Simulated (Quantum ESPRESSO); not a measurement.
Runs of Quantum ESPRESSO 7.5 on RbCl. Symmetry: Fm-3m, No. 225, cubic system. Conventional cell: a = 6.548 Å, b = 6.548 Å, c = 6.548 Å, α = 90.00°, β = 90.00°, γ = 90.00°. Around Rb (site symmetry m-3m) lie 6 Cl at 3.27 Å. Cl (site symmetry m-3m) is surrounded by 6 Rb at 3.27 Å. 

```csv
level,potentials or basis,cutoff (eV),form of the LDA correlation,pressure (GPa)
BLYP,PseudoDojo 0.4.1 SR PBE standard,789,-,(a)
WC,PseudoDojo 0.4.1 SR PBE standard,789,-,(b)
LDA,PseudoDojo 0.4.1 SR LDA standard,762,PW92,-1.4
PBEsol,PseudoDojo 0.4.1 SR PBEsol standard,789,-,0.0
AM05,PseudoDojo 0.4.1 SR PBE standard,789,-,0.8
```

Alike in all rows: task dielectric tensor; no spin polarisation; cell as given; k mesh 6 × 6 × 6, shifted; smearing fermi-dirac 0.05 eV.

Task: Fill in the values left out.

Result: (a) 2.0; (b) 0.1.

Caveats: the potentials were made for another functional, which shifts forces and pressure (some runs).

Runs at the PBE level aren't shown here.
